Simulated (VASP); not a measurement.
Input of a VASP 6.6.1 run:

INCAR

```
PREC     = Accurate       # precision mode
ENCUT    = 520            # plane-wave cutoff, eV
EDIFF    = 1E-6           # SCF threshold, eV
ISMEAR   = 0              # smearing method
SIGMA    = 0.04           # smearing width, eV
LREAL    = F              # projectors in reciprocal space
LASPH    = T              # aspherical terms in the spheres
NELM     = 100            # most SCF steps
ALGO     = Fast           # electronic algorithm
ISIF     = 2              # what is computed and relaxed
LWAVE    = F              # write WAVECAR
LCHARG   = F              # write CHGCAR
LDIPOL   = T            
IDIPOL   = 3            
DIPOL    = 0.5 0.5 0.712
GGA      = PS             # functional
IVDW     = 12             # dispersion correction
NBANDS   = 18             # bands
```

KPOINTS

```
regular mesh
0
Gamma
  12 9 1
```

The input POSCAR:

```
P
1.0
    3.1806759268      0.0000000000      0.0000000000
    0.0000000000      4.4336694738      0.0000000000
    0.0000000000      0.0000000000     30.0657212476
P
4
Direct
    0.0000000000      0.5833334586      0.6760988251
    0.5000000000      0.9166665414      0.6760988251
    0.5000000000      0.0827777951      0.7477532450
    0.0000000000      0.4172222049      0.7477532450
```

Potentials or basis: VASP PAW PBE potentials, release 64 (P).

Run with:

```sh
$ cat potpaw_PBE.64/P/POTCAR > POTCAR
$ mpirun -np 1 vasp_std > vasp.out
```

Predict the band gap on the k mesh.

0.29 eV, indirect (least direct gap 0.31 eV).

Estimate the largest force.

0.421 eV/Å.

Forces on the atoms (eV/Å):
```
P    0.000 -0.304  0.292
P    0.000  0.304  0.292
P    0.000 -0.234 -0.292
P    0.000  0.234 -0.292
```

Caveat: the PAW data sets were made with another functional, which shifts forces and pressure a little. PBEsol gaps usually lie below the measured ones, often by a third to a half.
